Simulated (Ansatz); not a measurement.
# MgO: the cost of one run

Program: Ansatz 0.2.0. Level of theory: DFT PBEsol, scalar-relativistic, plane waves, PAW. These are calculated values, not measurements.

15 further runs of the same task are left out: 15 set aside as unsound or not needed.

### 1 Starting point

It takes space group P6_3/mmc (No. 194, hexagonal). Conventional cell: a = 3.495 Å, b = 3.495 Å, c = 4.195 Å, α = 90.00°, β = 90.00°, γ = 120.00°. Mg (site symmetry -6m2) is surrounded by 5 O at 2.02 to 2.10 Å. Around O (site symmetry -6m2) lie 5 Mg at 2.02 to 2.10 Å.

As a file:

```cif
data_structure
_symmetry_space_group_name_H-M 'P6_3/mmc'
_symmetry_Int_Tables_number 194
_cell_length_a 3.4948
_cell_length_b 3.4948
_cell_length_c 4.1947
_cell_angle_alpha 90.000
_cell_angle_beta 90.000
_cell_angle_gamma 120.000
_cell_volume 44.37
loop_
_atom_site_label
_atom_site_type_symbol
_atom_site_symmetry_multiplicity
_atom_site_Wyckoff_symbol
_atom_site_fract_x
_atom_site_fract_y
_atom_site_fract_z
_atom_site_occupancy
Mg1 Mg 2 c 0.66667 0.33333 0.75000 1
O1 O 2 d 0.66667 0.33333 0.25000 1
```

It goes back to an entry of the Materials Project, which need not be the stable form.

It is the result of an earlier relaxation at this level (volume 11.09 Å³/atom; gap on the mesh: 3.28 eV).

### 2 Plan of the line

The energy is mapped over volume and the cell's shape.

First coordinate, volume per atom: 7 values from 9.76 to 12.42 Å³. Second coordinate, c/a of the conventional cell: 7 values from 1.001 to 1.440.

Nothing else is relaxed (symmetry fixes all fractional coordinates). Energies count from the relaxed crystal. Points are written as (first, second).

### 3 Grid point (12.42 Å³, 1.001)

Contents of input.yaml:

```yaml
crystal:
  lattice:
    - [3.8562494145, 0.0, 0.0]
    - [-1.9281247073, 3.3396099563, 0.0]
    - [0.0, 0.0, 3.8585631641]
  atoms:
    - { symbol: Mg, position: [0.6666666667, 0.3333333333, 0.75] }
    - { symbol: Mg, position: [0.3333333333, 0.6666666667, 0.25] }
    - { symbol: O, position: [0.6666666667, 0.3333333333, 0.25] }
    - { symbol: O, position: [0.3333333333, 0.6666666667, 0.75] }
basis:
  ecutwfc: 520.0
kpoints:
  mp_grid: { grid: [9, 9, 6] }
hamiltonian:
  xc: pbesol
  pseudopotentials: { kind: paw, azcp: { folder: soft_1 } }
scf:
  occupations: { method: gaussian, width: 0.05 }
output:
  forces: true
  stress: true
  eigenvalues: true
```

Command:

```sh
> ansatz run input.yaml --threads 1 --pin off --max-ram 2048MiB --backend cpu --events-out ev --progress --plain --runs-dir out
```

What time and memory should one allow on 1 thread of Arm Neoverse N1, shared host?

About 7.6 s, with a peak of 0.32 GiB.
